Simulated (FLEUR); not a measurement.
**Zn: equation of state with PBE**

The system is Zn.

```
CELL_PARAMETERS angstrom
-1.56904 1.56904 1.56904
1.56904 -1.56904 1.56904
1.56904 1.56904 -1.56904
ATOMIC_POSITIONS crystal
Zn 0.00000 0.00000 0.00000
```

This isn't the form of Zn at room conditions, which is hcp.

```yaml
Program: FLEUR MaX-R8.1 (later development tree)
Task: equation of state
Functional: PBE
Potentials_or_basis: all-electron
Basis: FLAPW
Kmax: 4.21 1/bohr
k_mesh: 12 × 12 × 12
Occupations: fermi-dirac, width 0.05 eV
Spin: no spin polarisation
Gmax: 13 1/bohr
Muffin-tin_radii: Zn 2.33 bohr
lmax: Zn 10
Local_orbitals_a_species: Zn 6
```

- Equilibrium volume: 15.36 Å³/atom
- Bulk modulus: 61 GPa
- Pressure derivative of the bulk modulus: 4.8

Energy against volume, from the lowest point:
```
volume (Å³/atom)  energy (meV/atom)
          14.524               9.55
          14.833               3.56
          15.142               0.50
          15.451               0.00
          15.760               1.78
          16.069               5.66
          16.378              11.30
```
